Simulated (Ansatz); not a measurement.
## Al₂O₃: do energies and stresses tell the same story?

Theory: DFT PBE, scalar-relativistic, plane waves, PAW (Ansatz 0.2.0).

Plane waves to 420 eV, a k mesh through Γ of 6×6×6 on the computed 10-atom cell and Gaussian smearing (0.02 eV); no spin polarisation.

Relaxed cell: R-3c, a = 4.809 Å, b = 4.809 Å, c = 13.123 Å, α = 90.00°, β = 90.00°, γ = 120.00°, 10 atoms in the primitive cell.

Energies at zero smearing and pressures from the stress tensor, at volumes with shape and atoms relaxed:
```
V (Å³/atom) E − E(first) (meV/atom) P (GPa)
      8.235                     0.00    16.13
      8.497                   -19.20     7.47
      8.760                   -25.18     0.02
      9.023                   -19.86    -6.39
      9.286                    -4.70   -11.90
```

**Question.** Check P = −dE/dV between neighbouring volumes, and get the bulk modulus from the pressures alone.

**Answer.** With 1 eV/Å³ = 160.2 GPa:
```csv
middle V (Å³/atom),−ΔE/ΔV (GPa),mean P (GPa)
8.366,11.705,11.797
8.629,3.644,3.743
8.892,-3.245,-3.186
9.154,-9.241,-9.147
```

The two differ by 0.10 GPa at most. The mean of two end pressures misses the average over a step by about ΔV² P″/12, up to 0.11 GPa here; with that taken off 0.03 GPa remains, from the finite cutoff, the mesh or the relaxation's tolerance. Around V = 8.760 Å³/atom, the two neighbours give B = −V ΔP/ΔV = 8.760 × 13.86 / 0.526 = 231.0 GPa, against B0 = 230.2 GPa from the Birch–Murnaghan fit of the energies.